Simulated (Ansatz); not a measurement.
# Germanium, bcc under r²SCAN: structure, energy and stiffness, part 2 of 2

What does r²SCAN give for germanium in the bcc structure? We relax it, solve it on a dense k-mesh, switch on spin-orbit coupling, then scale the cell to 7 volumes from 88 to 112 % of the relaxed one and try a fit of the equation of state. The k-meshes are 13×13×13 for the relaxation; 22×22×22 for the dense run; 13×13×13 for spin-orbit coupling; 15×15×15 for the volumes.

Ansatz 0.2.0; DFT, r2SCAN, plane waves (500 eV) with PAW, scalar-relativistic. The steps go on from the part before.

### 6 At 92 % of the relaxed volume

This is Ge in the bcc structure; at room conditions it is diamond.

The input, input.yaml:

```yaml
crystal:
  lattice:
    - [-1.6279489865, 1.6279489865, 1.6279489865]
    - [1.6279489865, -1.6279489865, 1.6279489865]
    - [1.6279489865, 1.6279489865, -1.6279489865]
  atoms:
    - { symbol: Ge, position: [0.0, 0.0, 0.0] }
hamiltonian:
  xc: r2scan
  pseudopotentials:
    kind: paw
    azcp:
      Ge: "pseudopotentials/Ge.paw.azcp"
basis:
  ecutwfc: 500
  fft_grid_basis: typed
kpoints:
  mp_grid: { grid: [15, 15, 15], shift: [0, 0, 0] }
magnetization:
  spin_polarized: false
scf:
  occupations: { method: fermi_dirac, width: 0.1 }
  lower_state_search: "off"
output:
  stress: true
  write_density: true
  write_potential: true
  elf: true
  volumetric_format: npy
```

Run with:

```
ansatz run input.yaml --threads 1 --pin off --max-ram 3584MiB --backend cpu --events-out ev --progress --plain --runs-dir out
```

Output, shortened:

```text
[...]
Pseudopotentials: kind: paw
Pseudopotential: Ge, paw, valence charge 14, recommended cutoff 500 eV (meta_gga), <dir>
Functional definition: r2SCAN
[...]
Crystal: 1 atoms, lattice volume = 17.258 Å³
Basis set: ecut = 500 eV, 429 PW (Γ), exchange–correlation on 96×96×96 points (64 copies of the dense FFT grid, shifted against one another)
Bands: 11, of which v1, the nominal top of the filled ones, is band 7 counted from 1 (6 counted from 0)
Symmetry: 48 space group operations
Space group: Im-3m (ITA 229), of the structure as read, at distance tolerance 2.6e-5 Å
k-points: 120 of 3375
[...]
SCF iter   1: F=-4302.303025 eV  HF=-4302.298249 eV  |F-HF|=4.78e-3  |Δ(HF+E_count)|=         —  Δρ=7.46e-3  dr2=2.64e-3  dr2_τ=7.17e-4  ethr=1.77e-3  ⟨swp⟩=5.1  Hψ=7172  notcnv=0
[...]
SCF iter   6: F=-4302.308291 eV  HF=-4302.308291 eV  |F-HF|=2.87e-9  |Δ(HF+E_count)|=   9.07e-8  Δρ=2.10e-6  dr2=5.85e-10  dr2_τ=1.43e-11  ethr=1.46e-10  ⟨swp⟩=5.5  Hψ=6758  notcnv=0
[...]
SCF converged after 6 iterations
Free energy (F): -4302.308291 eV
[...]
E sigma→0 (E₀):  -4302.301677 eV
Entropy (-TS):   -0.013227 eV (-13.227 meV/atom)
Fermi energy:    12.369442 eV
[...]
--- Stress (GPa, compression-positive) ---
        6.317173       0.000000       0.000000
       -0.000000       6.317173       0.000000
        0.000000      -0.000000       6.317173
  P = ⅓ Tr σ = 6.3172 GPa (63.172 kbar)
--- Band table (eV; the first three rows and the last of 120) ---
  k-point 0: bands = ["-13.1150", "-13.1150", "-13.1150", "-12.9947", "-12.9947", "-2.2643", "23.0921", "23.0921", "23.0921", "28.6087", "28.6087"]
[...]
```

It took 4.9 s on 1 thread of Intel Xeon Platinum 8259CL at 2.50GHz (Skylake/Cascade Lake), shared host; peak memory 0.54 GiB.

The maps below are laid out on this run's own conventional cell (a, b, c = 3.256, 3.256, 3.256 Å).

Density in a lattice plane of the grid's cell (edges 3.26 and 3.26 Å, at 0.000 of the third edge), which holds Ge.

Ten even steps from ' ' (0.14 e/Å³) to '@' (56.66 e/Å³):
```
##++--..                                  ..--++
--::..                                      ..::
..                                              
                                                
                                                
                                                
                                                
                                                
                                                
                                                
                                                
                                                
                                                
                                                
                                                
                                                
..                                              
--::..                                      ..::
##++--..                                  ..--++
@@##==..                                  ..==##
```
Columns run along the first of these edges and rows up along the second, over one cell in 24 and 20 even steps from the bottom left corner. Atoms in the plane (fractional): Ge at (0.00, 0.00).

ELF in the same plane.

Ten even steps from ' ' (0.02) to '@' (0.43):
```
      ..==##%%@@@@%%**==--==**%%@@@@%%##==..    
    ..--**%%@@@@@@%%**==--==**%%@@@@@@%%**--..  
::--==**%%@@@@@@@@##**==--==**##@@@@@@@@%%**==--
****##%%@@@@@@@@@@##++==--==++##@@@@@@@@@@%%##**
%%%%@@@@@@@@@@@@%%**++======++**%%@@@@@@@@@@@@%%
@@@@@@@@@@@@@@%%**++====--====++**%%@@@@@@@@@@@@
%%%%%%%%%%%%##**++====------====++**##%%%%%%%%%%
######******++++======------======++++******####
==================--------------================
------------==----------------------==----------
==================--------------================
######******++++======------======++++******####
%%%%%%%%%%%%##**++====------====++**##%%%%%%%%%%
@@@@@@@@@@@@@@%%**++====--====++**%%@@@@@@@@@@@@
%%%%@@@@@@@@@@@@%%**++======++**%%@@@@@@@@@@@@%%
****##%%@@@@@@@@@@##++==--==++##@@@@@@@@@@%%##**
::--==**%%@@@@@@@@##**==--==**##@@@@@@@@%%**==--
    ..--**%%@@@@@@%%**==--==**%%@@@@@@%%**--..  
      ..==##%%@@@@%%**==--==**%%@@@@%%##==..    
++..  ..--**%%@@@@%%**==--==**%%@@@@%%**--..  ..
```
Columns run along the first of these edges and rows up along the second, over one cell in 24 and 20 even steps from the bottom left corner. Atoms in the plane (fractional): Ge at (0.00, 0.00).

Both are smooth fields of the valence electrons: close to the nuclei they are not physical.

Maxima of ELF outside the ion cores: 0.47 on the Ge–Ge line, 1.3 Å from Ge.

### 7 At 96 % of the relaxed volume

Changes to input.yaml since step 6:

```diff
@@ -2,5 +2,5 @@
   lattice:
-    - [-1.6279489865, 1.6279489865, 1.6279489865]
-    - [1.6279489865, -1.6279489865, 1.6279489865]
-    - [1.6279489865, 1.6279489865, -1.6279489865]
+    - [-1.6512085431, 1.6512085431, 1.6512085431]
+    - [1.6512085431, -1.6512085431, 1.6512085431]
+    - [1.6512085431, 1.6512085431, -1.6512085431]
   atoms:
```

Run with:

```
ansatz run input.yaml --threads 1 --pin off --max-ram 3584MiB --backend cpu --events-out ev --progress --plain --runs-dir out
```

Output, shortened:

```text
[...]
[... 3 set-up lines as earlier in the session ...]
[...]
Crystal: 1 atoms, lattice volume = 18.008 Å³
Basis set: ecut = 500 eV, 459 PW (Γ), exchange–correlation on 96×96×96 points (64 copies of the dense FFT grid, shifted against one another)
Bands: 11, of which v1, the nominal top of the filled ones, is band 7 counted from 1 (6 counted from 0)
[... 2 set-up lines as earlier in the session ...]
k-points: 120 of 3375
[...]
SCF iter   1: F=-4302.324032 eV  HF=-4302.319765 eV  |F-HF|=4.27e-3  |Δ(HF+E_count)|=         —  Δρ=7.11e-3  dr2=2.45e-3  dr2_τ=5.00e-4  ethr=1.77e-3  ⟨swp⟩=5.1  Hψ=7247  notcnv=0
[...]
SCF iter   6: F=-4302.328505 eV  HF=-4302.328505 eV  |F-HF|=2.11e-9  |Δ(HF+E_count)|=   1.03e-7  Δρ=1.71e-6  dr2=3.55e-10  dr2_τ=9.54e-12  ethr=1.81e-10  ⟨swp⟩=5.5  Hψ=6414  notcnv=0
[...]
SCF converged after 6 iterations
Free energy (F): -4302.328505 eV
[...]
E sigma→0 (E₀):  -4302.321108 eV
Entropy (-TS):   -0.014793 eV (-14.793 meV/atom)
Fermi energy:    11.698440 eV
[...]
--- Stress (GPa, compression-positive) ---
        2.468375      -0.000000       0.000000
        0.000000       2.468375      -0.000000
        0.000000      -0.000000       2.468375
  P = ⅓ Tr σ = 2.4684 GPa (24.684 kbar)
--- Band table (eV; the first three rows and the last of 120) ---
  k-point 0: bands = ["-13.7717", "-13.7717", "-13.7717", "-13.6650", "-13.6650", "-2.5482", "21.9013", "21.9013", "21.9013", "27.5750", "27.5750"]
[...]
```

It took 5.4 s on 1 thread of Intel Xeon Platinum 8259CL at 2.50GHz (Skylake/Cascade Lake), shared host; peak memory 0.54 GiB.

### 8 At 100 % of the relaxed volume

Changes to input.yaml since step 7:

```diff
@@ -2,5 +2,5 @@
   lattice:
-    - [-1.6512085431, 1.6512085431, 1.6512085431]
-    - [1.6512085431, -1.6512085431, 1.6512085431]
-    - [1.6512085431, 1.6512085431, -1.6512085431]
+    - [-1.6738306493, 1.6738306493, 1.6738306493]
+    - [1.6738306493, -1.6738306493, 1.6738306493]
+    - [1.6738306493, 1.6738306493, -1.6738306493]
   atoms:
@@ -25,5 +25 @@
   stress: true
-  write_density: true
-  write_potential: true
-  elf: true
-  volumetric_format: npy
```

Run with:

```
ansatz run input.yaml --threads 1 --pin off --max-ram 3584MiB --backend cpu --events-out ev --progress --plain --runs-dir out
```

Output, shortened:

```text
[...]
[... 3 set-up lines as earlier in the session ...]
[...]
Crystal: 1 atoms, lattice volume = 18.758 Å³
Basis set: ecut = 500 eV, 459 PW (Γ), exchange–correlation on 96×96×96 points (64 copies of the dense FFT grid, shifted against one another)
Bands: 11, of which v1, the nominal top of the filled ones, is band 7 counted from 1 (6 counted from 0)
[... 2 set-up lines as earlier in the session ...]
k-points: 120 of 3375
[...]
SCF iter   1: F=-4302.328217 eV  HF=-4302.325159 eV  |F-HF|=3.06e-3  |Δ(HF+E_count)|=         —  Δρ=6.98e-3  dr2=2.46e-3  dr2_τ=3.43e-4  ethr=1.77e-3  ⟨swp⟩=5.1  Hψ=7306  notcnv=0
[...]
SCF iter   6: F=-4302.332710 eV  HF=-4302.332710 eV  |F-HF|=2.49e-9  |Δ(HF+E_count)|=   1.25e-7  Δρ=1.83e-6  dr2=4.29e-10  dr2_τ=1.00e-11  ethr=2.14e-10  ⟨swp⟩=2.0  Hψ=4325  notcnv=0
[...]
SCF converged after 6 iterations
Free energy (F): -4302.332710 eV
[...]
E sigma→0 (E₀):  -4302.324433 eV
Entropy (-TS):   -0.016555 eV (-16.555 meV/atom)
Fermi energy:    11.074932 eV
[...]
--- Stress (GPa, compression-positive) ---
       -0.550728       0.000000       0.000000
       -0.000000      -0.550728       0.000000
        0.000000       0.000000      -0.550728
  P = ⅓ Tr σ = -0.5507 GPa (-5.507 kbar)
```

Run time: 4.5 s. Hardware: 1 thread of Intel Xeon Platinum 8259CL at 2.50GHz (Skylake/Cascade Lake), shared host; peak memory 0.54 GiB.

### 9 At 104 % of the relaxed volume

Changes to input.yaml since step 8:

```diff
@@ -2,5 +2,5 @@
   lattice:
-    - [-1.6738306493, 1.6738306493, 1.6738306493]
-    - [1.6738306493, -1.6738306493, 1.6738306493]
-    - [1.6738306493, 1.6738306493, -1.6738306493]
+    - [-1.6958572627, 1.6958572627, 1.6958572627]
+    - [1.6958572627, -1.6958572627, 1.6958572627]
+    - [1.6958572627, 1.6958572627, -1.6958572627]
   atoms:
```

Run with:

```
ansatz run input.yaml --threads 1 --pin off --max-ram 3584MiB --backend cpu --events-out ev --progress --plain --runs-dir out
```

Output, shortened:

```text
[...]
[... 3 set-up lines as earlier in the session ...]
[...]
Crystal: 1 atoms, lattice volume = 19.509 Å³
Basis set: ecut = 500 eV, 531 PW (Γ), exchange–correlation on 96×96×96 points (64 copies of the dense FFT grid, shifted against one another)
Bands: 11, of which v1, the nominal top of the filled ones, is band 7 counted from 1 (6 counted from 0)
[... 2 set-up lines as earlier in the session ...]
k-points: 120 of 3375
[...]
SCF iter   1: F=-4302.319788 eV  HF=-4302.317972 eV  |F-HF|=1.82e-3  |Δ(HF+E_count)|=         —  Δρ=6.81e-3  dr2=2.47e-3  dr2_τ=2.38e-4  ethr=1.77e-3  ⟨swp⟩=5.1  Hψ=7359  notcnv=0
[...]
SCF iter   6: F=-4302.324358 eV  HF=-4302.324358 eV  |F-HF|=2.85e-9  |Δ(HF+E_count)|=   1.59e-7  Δρ=1.85e-6  dr2=4.79e-10  dr2_τ=1.10e-11  ethr=2.57e-10  ⟨swp⟩=2.0  Hψ=4326  notcnv=0
[...]
SCF converged after 6 iterations
Free energy (F): -4302.324358 eV
[...]
E sigma→0 (E₀):  -4302.315316 eV
Entropy (-TS):   -0.018083 eV (-18.083 meV/atom)
Fermi energy:    10.493814 eV
[...]
--- Stress (GPa, compression-positive) ---
       -2.920123      -0.000000      -0.000000
        0.000000      -2.920123       0.000000
        0.000000       0.000000      -2.920123
  P = ⅓ Tr σ = -2.9201 GPa (-29.201 kbar)
```

It took 6.1 s on 1 thread of Intel Xeon Platinum 8259CL at 2.50GHz (Skylake/Cascade Lake), shared host; peak memory 0.55 GiB.

### 10 At 108 % of the relaxed volume

Changes to input.yaml since step 9:

```diff
@@ -2,5 +2,5 @@
   lattice:
-    - [-1.6958572627, 1.6958572627, 1.6958572627]
-    - [1.6958572627, -1.6958572627, 1.6958572627]
-    - [1.6958572627, 1.6958572627, -1.6958572627]
+    - [-1.7173260895, 1.7173260895, 1.7173260895]
+    - [1.7173260895, -1.7173260895, 1.7173260895]
+    - [1.7173260895, 1.7173260895, -1.7173260895]
   atoms:
```

Run with:

```
ansatz run input.yaml --threads 1 --pin off --max-ram 3584MiB --backend cpu --events-out ev --progress --plain --runs-dir out
```

Output, shortened:

```text
[...]
[... 3 set-up lines as earlier in the session ...]
[...]
Crystal: 1 atoms, lattice volume = 20.259 Å³
Basis set: ecut = 500 eV, 531 PW (Γ), exchange–correlation on 96×96×96 points (64 copies of the dense FFT grid, shifted against one another)
Bands: 11, of which v1, the nominal top of the filled ones, is band 7 counted from 1 (6 counted from 0)
[... 2 set-up lines as earlier in the session ...]
k-points: 120 of 3375
[...]
SCF iter   1: F=-4302.301508 eV  HF=-4302.300849 eV  |F-HF|=6.59e-4  |Δ(HF+E_count)|=         —  Δρ=6.59e-3  dr2=2.46e-3  dr2_τ=1.71e-4  ethr=1.77e-3  ⟨swp⟩=5.2  Hψ=7310  notcnv=0
[...]
SCF iter   6: F=-4302.306118 eV  HF=-4302.306118 eV  |F-HF|=2.81e-9  |Δ(HF+E_count)|=   1.74e-7  Δρ=1.80e-6  dr2=4.75e-10  dr2_τ=1.05e-11  ethr=2.77e-10  ⟨swp⟩=2.0  Hψ=4339  notcnv=0
[...]
SCF converged after 6 iterations
Free energy (F): -4302.306118 eV
[...]
E sigma→0 (E₀):  -4302.296559 eV
Entropy (-TS):   -0.019117 eV (-19.117 meV/atom)
Fermi energy:    9.951710 eV
[...]
--- Stress (GPa, compression-positive) ---
       -4.799313       0.000000       0.000000
        0.000000      -4.799313      -0.000000
        0.000000      -0.000000      -4.799313
  P = ⅓ Tr σ = -4.7993 GPa (-47.993 kbar)
```

It took 4.7 s on 1 thread of Intel Xeon Platinum 8259CL at 2.50GHz (Skylake/Cascade Lake), shared host; peak memory 0.55 GiB.

### 11 At 112 % of the relaxed volume

Changes to input.yaml since step 10:

```diff
@@ -2,5 +2,5 @@
   lattice:
-    - [-1.7173260895, 1.7173260895, 1.7173260895]
-    - [1.7173260895, -1.7173260895, 1.7173260895]
-    - [1.7173260895, 1.7173260895, -1.7173260895]
+    - [-1.7382711548, 1.7382711548, 1.7382711548]
+    - [1.7382711548, -1.7382711548, 1.7382711548]
+    - [1.7382711548, 1.7382711548, -1.7382711548]
   atoms:
```

Run with:

```
ansatz run input.yaml --threads 1 --pin off --max-ram 3584MiB --backend cpu --events-out ev --progress --plain --runs-dir out
```

Output, shortened:

```text
[...]
[... 3 set-up lines as earlier in the session ...]
[...]
Crystal: 1 atoms, lattice volume = 21.009 Å³
Basis set: ecut = 500 eV, 555 PW (Γ), exchange–correlation on 96×96×96 points (64 copies of the dense FFT grid, shifted against one another)
Bands: 11, of which v1, the nominal top of the filled ones, is band 7 counted from 1 (6 counted from 0)
[... 1 set-up line as earlier in the session ...]
Space group: Im-3m (ITA 229), of the structure as read, at distance tolerance 2.8e-5 Å
k-points: 120 of 3375
[...]
SCF iter   1: F=-4302.275203 eV  HF=-4302.275761 eV  |F-HF|=5.58e-4  |Δ(HF+E_count)|=         —  Δρ=6.42e-3  dr2=2.49e-3  dr2_τ=1.32e-4  ethr=1.77e-3  ⟨swp⟩=5.2  Hψ=7364  notcnv=0
[...]
SCF iter   6: F=-4302.279973 eV  HF=-4302.279973 eV  |F-HF|=2.56e-9  |Δ(HF+E_count)|=   1.86e-7  Δρ=1.65e-6  dr2=4.43e-10  dr2_τ=9.61e-12  ethr=2.80e-10  ⟨swp⟩=2.0  Hψ=4236  notcnv=0
[...]
SCF converged after 6 iterations
Free energy (F): -4302.279973 eV
[...]
E sigma→0 (E₀):  -4302.270130 eV
Entropy (-TS):   -0.019686 eV (-19.686 meV/atom)
Fermi energy:    9.446189 eV
[...]
--- Stress (GPa, compression-positive) ---
       -6.313275       0.000000      -0.000000
       -0.000000      -6.313275       0.000000
       -0.000000       0.000000      -6.313275
  P = ⅓ Tr σ = -6.3133 GPa (-63.133 kbar)
```

It took 5.8 s on 1 thread of Intel Xeon Platinum 8259CL at 2.50GHz (Skylake/Cascade Lake), shared host; peak memory 0.56 GiB.

### 12 Fitting the volumes

All volumes keep the relaxed shape and fractional coordinates.

```
V (Å³/atom)  E − E₀ (meV/atom)  P from the stress (GPa)  P from the fit (GPa)
     16.507               63.3                    11.18                 11.15
     17.258               23.2                     6.32                  6.16
     18.008                3.8                     2.47                  2.29
     18.758                0.5                    -0.55                 -0.72
     19.509                9.6                    -2.92                 -3.07
     20.259               28.4                    -4.80                 -4.89
     21.009               54.8                    -6.31                 -6.30
```

A third-order Birch-Murnaghan fit gives V₀ = 18.560 Å³/atom, B₀ = 70 GPa and B₀′ = 5.2; it misses no point by more than 0.05 meV/atom.

The fit is made to E(σ → 0), while the stress belongs to the free energy F; that is one source of the offset between the two pressures.

### 13 Outcome

What follows sums up all 2 parts.

| quantity | value |
| --- | --- |
| space group (spins left aside) | Im-3m (No. 229) |
| conventional cell | a = 3.348 Å |
| volume | 18.758 Å³/atom |
| shortest distance | 2.899 Å |
| gap on the mesh | none (levels filled in part) |
| relative to diamond | +579 meV/atom |
| V₀, B₀, B₀′ | 18.560 Å³/atom, 70 GPa, 5.2 |

In words: From the guessed start the volume shrank by 2.5 % in 4 steps. Against the reference form of germanium (diamond, computed apart with the same settings) it stands 579 meV/atom higher, so it is far from stable. Levels at the Fermi energy are filled in part, as in a metal. Totals with and without spin-orbit coupling (+2.7 eV/atom apart) can't be read as binding, since the two-component data shift the zero of energy. B₀ comes out at 70 GPa. The symmetry was held, so the structure may be unstable against distortions that break it.
